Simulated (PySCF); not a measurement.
**A series of related molecules**

Computed with TDDFT CAM-B3LYP/aug-cc-pVDZ excited states, vertical, gas phase in PySCF 2.14.0. Geometry: PBE0-D3(BJ)/def2-SVP.

Each molecule in one low-energy conformer. The parent is C1=C[C@H]2C=C[C@@H]1C2.

Question: How does the largest two-photon cross section among the few lowest singlets (linear parallel light, single beam, Lorentzian half width 0.1 eV, states within 0.08 eV summed) change along this series?
- C1=C[C@H]2C=C[C@@H]1C2 (base)
- O=CC1=C[C@@H]2C=C[C@H]1C2 (H replaced by CHO)
- CC1=C[C@H]2C=C[C@@H]1C2 (H replaced by CH3)

Answer: 
| molecule | S1 (eV) | f(S1) | largest σ (GM) | at photon λ (nm) |
| --- | --- | --- | --- | --- |
| C1=C[C@H]2C=C[C@@H]1C2 | 5.11 | 0.000 | 3.9 | 397 |
| O=CC1=C[C@@H]2C=C[C@H]1C2 | 3.81 | 0.000 | 2.6 | 373 |
| CC1=C[C@H]2C=C[C@@H]1C2 | 5.07 | 0.002 | 2.0 | 415 |

The largest two-photon cross section among the few lowest singlets (linear parallel light, single beam, Lorentzian half width 0.1 eV, states within 0.08 eV summed) is lowest for CC1=C[C@H]2C=C[C@@H]1C2 and highest for C1=C[C@H]2C=C[C@@H]1C2.
